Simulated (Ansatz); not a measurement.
# BH3N: the cost of one run

Computed with Ansatz 0.2.0 (DFT PBE, scalar-relativistic, plane waves, PAW, unless a step's input says otherwise).

2 further runs of the same task are left out: 2 set aside as unsound or not needed.

## 1. The system as given

Symmetry: F-43m, No. 216, cubic system. The conventional cell has a = 3.625 Å, b = 3.625 Å, c = 3.625 Å, α = 90.00°, β = 90.00°, γ = 90.00°. B (site symmetry -43m) is surrounded by 4 N at 1.57 Å. Around N (site symmetry -43m) lie 4 B at 1.57 Å.

Coordinates:

```cif
data_structure
_symmetry_space_group_name_H-M 'F-43m'
_symmetry_Int_Tables_number 216
_cell_length_a 3.6247
_cell_length_b 3.6247
_cell_length_c 3.6247
_cell_angle_alpha 90.000
_cell_angle_beta 90.000
_cell_angle_gamma 90.000
_cell_volume 47.62
loop_
_atom_site_label
_atom_site_type_symbol
_atom_site_symmetry_multiplicity
_atom_site_Wyckoff_symbol
_atom_site_fract_x
_atom_site_fract_y
_atom_site_fract_z
_atom_site_occupancy
B1 B 4 a 0.00000 0.00000 0.00000 1
N1 N 4 c 0.25000 0.25000 0.25000 1
```

It goes back to an entry of the Materials Project.

This cell was relaxed beforehand with the same method: volume 5.95 Å³/atom, gap on the mesh 4.46 eV.

## 2. Building the [110] wire, 4 host atoms a period with H caps

The wire is cut from the relaxed crystal, periodic along c with vacuum across. Atoms and period relax; energies count from the bulk, -271.1378 eV an atom. Each H cap counts from half an H2 molecule (-15.872 eV in a separate run).

The cell holds 2 B, 2 N, 6 H: a = 12.200 Å, b = 13.300 Å, c = 2.563 Å, α = 90.00°, β = 90.00°, γ = 90.00°.

## 3. Relaxing it

Pressure and volume refer to the whole cell with its vacuum; only the period along c may change.

File input.yaml:

```yaml
crystal:
  lattice:
    - [12.2, 0.0, 0.0]
    - [0.0, 13.3, 0.0]
    - [0.0, 0.0, 2.5630478463]
  atoms:
    - { symbol: B, position: [0.5525214723, 0.4622434661, 0.0] }
    - { symbol: "N", position: [0.5525214723, 0.3941100634, 0.5] }
    - { symbol: B, position: [0.4474785277, 0.5985102715, 0.5] }
    - { symbol: "N", position: [0.4474785277, 0.5303768688, 0.0] }
    - { symbol: H, position: [0.6321633519, 0.5139011218, 0.0] }
    - { symbol: H, position: [0.484257004, 0.3498320728, 0.5] }
    - { symbol: H, position: [0.6207859405, 0.3498320728, 0.5] }
    - { symbol: H, position: [0.5271204074, 0.6501679272, 0.5] }
    - { symbol: H, position: [0.3678366481, 0.6501679272, 0.5] }
    - { symbol: H, position: [0.3792140595, 0.4860988782, 0.0] }
basis:
  ecutwfc: 420
kpoints:
  mp_grid: { grid: [1, 1, 13] }
hamiltonian:
  xc: pbe
scf:
  occupations: { method: gaussian, width: 0.05 }
output:
  forces: true
  stress: true
  eigenvalues: true
  populations: true
  write_density: true
  write_potential: true
  elf: true
  volumetric_format: npy
relax:
  adjacent_minimum: "off"
  f_tol: 0.02
  max_steps: 45
  cell: { fix: [a, b, alpha, beta, gamma], stress_tol: 0.03 }
```

Launch:

```bash
$ ansatz run input.yaml --threads 4 --pin off --max-ram 11264MiB --backend cpu --events-out ev --progress --plain --runs-dir out
```

Q: Estimate wall time and peak memory on 4 threads of Arm Neoverse V1, shared host.

About 70 s, with a peak of 0.67 GiB.
